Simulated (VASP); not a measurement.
## C: single point with PBE

Crystal: C.

```
C
1.0
     0.00000    1.76866    1.76866
     1.76866    0.00000    1.76866
     1.76866    1.76866    0.00000
C
2
Cartesian
  0.0000 0.0000 0.0000
  0.8843 0.8843 0.8843
```

This isn't the form of C at room conditions, which is graphite.

The cell isn't the ideal one: a relaxed cell with its volume scaled by 0.97.

| Quantity | Value |
| --- | --- |
| Program | VASP 6.6.1 |
| Task | single point |
| Functional | PBE |
| Potentials or basis | VASP PAW PBE potentials, release 64 (C) |
| Cutoff | 520 eV |
| k mesh | 20 × 20 × 20 |
| Occupations | gaussian, width 0.02 eV |
| Spin | no spin polarisation |
| Further INCAR settings | ALGO = Fast; EDIFF = 1e-07; NBANDS = 11 |

- Pressure: 14.0 GPa
- Band gap on the k mesh: 4.19 eV, indirect (least direct gap 5.66 eV)

Levels at points of the mesh, in eV from the valence-band top:
```csv
k point,band 1,band 2,band 3,band 4,band 5,band 6,band 7,band 8
"(0.00, 0.00, 0.00)",-21.81,0.00,0.00,0.00,5.66,5.66,5.66,13.91
"(0.50, 0.00, 0.00)",-15.89,-13.65,-2.86,-2.86,8.56,8.56,9.19,15.93
"(0.50, 0.50, 0.00)",-12.94,-12.94,-6.45,-6.45,4.81,4.81,17.19,17.19
```

It took 18 s on 1 thread of Intel(R) Xeon(R) Platinum 8488C (Sapphire Rapids), with other jobs on the host, peak memory 0.13 GiB.

A k mesh can miss the band edges.
